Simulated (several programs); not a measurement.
## What each method gives for AlN (rocksalt)

AlN (rocksalt), relaxed with r2SCAN in Ansatz, was computed with several methods. The symmetry is Fm-3m (No. 225, cubic); conventional cell a = 4.038 Å, 8.23 Å³ an atom. Al has 6 N at 2.02 Å; N has 6 Al at 2.02 Å. No spin polarisation and no zero-point or thermal motion; the cell was built from a prototype and may be hypothetical.

```
CELL_PARAMETERS angstrom
0.00000 2.01887 2.01887
2.01887 0.00000 2.01887
2.01887 2.01887 0.00000
ATOMIC_POSITIONS crystal
Al 0.00000 0.00000 0.00000
N 0.50000 0.50000 0.50000
```

Gaps and times are for a single point on this cell; volume and bulk modulus come from each method's own relaxation or energy curve at fixed shape. Times are rough, from shared hosts (Arm Neoverse N1; Arm Neoverse V1; Arm Neoverse V2), and each method has its own mesh and cell size. A star marks a curve whose lowest point is an end point. Gaps from k meshes are read at a limited set of points (mesh, symmetry points, PBE's band edges), so each method's own least gap may be somewhat smaller. Minimal bases can be far off for gaps. Times of the plane-wave ladder aren't listed, since it ran on unlike processors and cards. GLLB-SC's gap includes the derivative discontinuity. G0W0 is at finite bands, cutoff and mesh. d marks a direct gap, i an indirect one (no mark: not told apart), a dash a value that wasn't computed or didn't pass its checks.

```csv
method,kind,gap (eV),own volume (Å³/atom),bulk modulus (GPa),atoms computed,processor time
PBEsol,semilocal,–,8.27,–,2,–
light PBE (260 eV and a coarse mesh),light plane-wave,4.64 i,–,–,2,0.34 s
PBE,semilocal,4.67 i,8.43,252,2,–
LDA,semilocal,4.51 i,8.07,–,2,–
r2SCAN,semilocal,5.52 i,8.23,276,2,–
GLLB-SC (GPAW),model potential,7.55,–,–,2,3.5 s
PBE/SZV (CP2K),small basis,4.15 i,9.02*,209*,2,8.9 s
PBE/single zeta (GPAW),small basis,3.94 i,–,–,2,9.2 s
G0W0@LDA (140 eV screening cutoff),many-body,6.30,–,–,2,–
PBE/DZVP (CP2K),small basis,4.59 i,8.40,247,2,23 s
PBE0,hybrid,6.83 i,–,–,2,–
HSE06,hybrid,6.08 i,8.18,–,2,–
DDH-PBE0,hybrid,6.35 i,–,–,2,–
G0W0@PBE0 (180 eV screening cutoff),many-body,7.16,–,–,2,–
r2SCANh,hybrid,6.27 i,–,–,2,–
r2SCAN0,hybrid,7.40 i,–,–,2,–
G0W0@r2SCAN (180 eV screening cutoff),many-body,6.71,–,–,2,–
G0W0@HSE06 (180 eV screening cutoff),many-body,6.98,–,–,2,–
G0W0@PBE (260 eV screening cutoff),many-body,6.49,–,–,2,–
```

Against HSE06 (6.08 eV) and with closed or daggered gaps left aside, the nearest gap at the points sampled is that of r2SCANh (+0.19 eV) and the farthest that of PBE/single zeta (GPAW) (-2.14 eV). HSE06 is only a yardstick of convenience: for gaps this wide it usually falls short of measured ones, so a larger value can be the better one.

Volumes against r2SCAN's: PBEsol +0.6 %, PBE +2.5 %, LDA -2.0 %, PBE/DZVP (CP2K) +2.0 %, HSE06 -0.5 %.
